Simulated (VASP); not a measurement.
The system is HfS2.

```
Hf S
1.0
     3.59936    0.00000    0.00000
    -1.79968    3.11714    0.00000
     0.00000    0.00000    5.76533
Hf S
1 2
Direct
  0.00000 0.00000 0.00000
  0.66667 0.33333 0.74789
  0.33333 0.66667 0.25211
```

The cell is a database's computed one.

Base run:

* Program: VASP 6.6.1
* Functional: PBE
* Potentials or basis: VASP PAW PBE potentials, release 64 (Hf_pv, S)
* Cutoff: 520 eV
* k mesh: 9 × 9 × 5
* Occupations: gaussian, width 0.03 eV
* Spin: no spin polarisation

Its results: band gap on the k mesh 0.91 eV, indirect (least direct gap 1.86 eV); pressure 2.7 GPa; largest force 0.011 eV/Å.

Q: The run is repeated on the same cell with these changes: functional from PBE to LDA; potentials or basis from VASP PAW PBE potentials, release 64 (Hf_pv, S) to VASP PAW LDA potentials, release 64 (Hf_pv, S). What comes out?

A: Band gap on the k mesh 0.75 eV, indirect (least direct gap 1.69 eV); pressure -3.4 GPa; largest force 0.349 eV/Å.

Caveats: spin-orbit coupling is left out, which moves the levels of the heavy elements; this functional lacks dispersion, which binds the layers, so the pressure and a relaxed spacing across them are unreliable (some runs).

A k mesh can miss the band edges.
